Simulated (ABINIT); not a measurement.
The system is C.

```
C
1.0
     0.00000    1.78337    1.78337
     1.78337    0.00000    1.78337
     1.78337    1.78337    0.00000
C
2
Direct
  0.75000 0.75000 0.75000
  0.50000 0.50000 0.50000
```

This isn't the form of C at room conditions, which is graphite.

Program: ABINIT 10.8.3 (patched build). Alike in all runs: no spin polarisation; cell as given; smearing fermi-dirac 0.05 eV.

Order these runs on this cell by their pressure, lowest first.
A. level LDA-PZ; potentials or basis JTH PAW LDA v2.0; k mesh 13 × 13 × 13; cutoff (eV) 544; fine-grid cutoff 1088.46 eV
B. level BP86; potentials or basis JTH PAW PBE v2.0; k mesh 13 × 13 × 13; cutoff (eV) 544; fine-grid cutoff 1088.46 eV
C. level revPBE; potentials or basis JTH PAW PBE v2.0; k mesh 13 × 13 × 13; cutoff (eV) 626; fine-grid cutoff 1224.51 eV
D. level PBE; potentials or basis JTH PAW PBE v2.0; k mesh 17 × 17 × 17; cutoff (eV) 544; fine-grid cutoff 1088.46 eV
E. level rPW86PBE; potentials or basis JTH PAW PBE v2.0; k mesh 13 × 13 × 13; cutoff (eV) 544; fine-grid cutoff 1088.46 eV

A (-13.1 GPa), D (1.2 GPa), B (4.0 GPa), C (5.9 GPa), E (8.8 GPa).

Caveats: the PAW data sets were made with another functional, which shifts forces and pressure a little (some runs).

Not every run made on this cell is shown here.
